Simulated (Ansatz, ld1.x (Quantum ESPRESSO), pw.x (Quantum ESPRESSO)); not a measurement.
# technetium: does the RRKJ potential hold in the solid?

ld1.x (Quantum ESPRESSO) 7.5 input, shortened:

```
&input
   title='Tc', zed=43., rel=1, dft='PBE', iswitch=3,
   config='[Kr] 4d5 5s1.5 5p0'
 /
 &inputp
   pseudotype=2, tm=.false., rho0=0.02, lloc=-1, rcloc=3.15,
   nlcc=.false.
 /
3
5S  1  0   1.50   0.00  2.70  2.70  0.0
5P  2  1   0.00   0.00  3.55  3.55  0.0
4D  3  2   5.00   0.00  1.55  1.55  0.0
 &test
   configts(1)='4d5 5s1.5 5p0'
 /
```

Atomic tests: cutoffs needed: 40 Ry and 70 Ry (the cutoffs (Ry, on a coarse ladder) from which the occupation-weighted sum of valence levels, in a spherical-Bessel basis at the reference potential, stays within 10 and 1 mRy of its value at 400 Ry); ghost test: no extra level below or beside the all-electron valence levels (s, p, d, f tested) (spherical-Bessel basis up to 400 Ry, 20 bohr box); largest excitation error: -86 meV (all-electron minus pseudo) for 4d4 5s2 5p1, out of 7 test configurations.

Crystal test: fcc Tc in pw.x 7.5, no spin, 15³ k-points, Fermi–Dirac smearing 0.01 Ry, cutoffs 85/340 Ry. The reference is all-electron LAPW (Ansatz 0.2.0) with the same functional, mesh and smearing; V0 and B0 come from Birch–Murnaghan fits to the pressures at five volumes. Errors are pseudo minus all-electron; Δ is the rms difference of the E(V) curves that follow from these fits, minima aligned, over ±6 % about the mean V0. Mesh and smearing are coarse, so the numbers serve the comparison and aren't converged zero-temperature values; the lattice is a test structure that the element need not adopt.

All-electron: a0 = 3.873 Å (V0 = 14.52 Å³/atom), B0 = 295.3 GPa.

Q: How far does the potential miss the all-electron equation of state?

A: mean pressure error (GPa): +7.49; a0 (Å): 3.904; a0 error (%): +0.82; B0 error (%): -2.1; Δ (meV/atom): 23.0. The largest radius (3.55 bohr) exceeds half the bond length (2.59 bohr), so the spheres overlap, which is one possible source of error among others. This is a poor potential for the solid. The logarithmic derivative shows an extra or strongly shifted pseudo pole above the reference energy (s near 1.27 Ry).

```csv
V (Å³/atom),P all-electron (GPa),P pseudo (GPa)
13.816,16.43,25.36
14.179,7.40,15.53
14.543,-0.46,6.95
14.907,-7.31,-0.54
15.270,-13.27,-7.07
```

Q: At the middle volume, how do free energy and pressure move when the wave cutoff is lowered (ecutrho kept at four times it)?

A:

```tsv
cutoff (Ry)	shift of F (meV/atom)	shift of P (GPa)
38	+273.6	-20.80
51	+15.7	-0.06
68	+6.1	-0.43
```

The run at the middle volume (120 k-points, 8 iterations) took about 11 s on one core of a shared host (Neoverse-V2, 96 threads, 742 GiB, load 36).
